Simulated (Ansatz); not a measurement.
Bulk crystal (Al$_{2}$Cu) after relaxation:

```xyz
6
Lattice="-2.9966 2.9966 2.4139 2.9966 -2.9966 2.4139 2.9966 2.9966 -2.4139" Properties=species:S:1:pos:R:3 pbc="T T T"
Al    3.9514    0.9548    0.0000
Al    2.0417    0.9548    2.4139
Al   -0.9548    2.0417    2.4139
Al    0.9548    2.0417    0.0000
Cu    0.0000    0.0000    3.6209
Cu    0.0000    0.0000    1.2070
```

Miller indices refer to the conventional cell of I4/mcm (No. 140), a = 5.993 Å, b = 5.993 Å, c = 4.828 Å, α = 90.00°, β = 90.00°, γ = 90.00°.

Consider the (101) slab of 18 planes, 10.9 Å thick with 15 Å of vacuum as cut; outer planes Al (top) and Cu (bottom), all atoms relaxed.

The calculation used DFT PBEsol, scalar-relativistic, plane waves, PAW in Ansatz. Cutoff 420 eV; k points 7×7×1 on the computed 18-atom cell (Γ-centred); Gaussian smearing, width 0.10 eV; no spin polarisation. The cell repeats along c with a dipole correction in the vacuum.

(1) Predict the surface energy (mean of both faces).

(2) Give the work function.

(3) Estimate the dipole of the slab along +c, per cell.

(4) The top two planes lie 1.198 Å apart in the bulk. How does relaxation change this?

## Answers

(1) 1.58 J/m².

(2) 4.11 eV (top), 4.34 eV (bottom).

(3) 0.03 e·Å.

(4) The spacing becomes 0.795 Å (-33.7 %).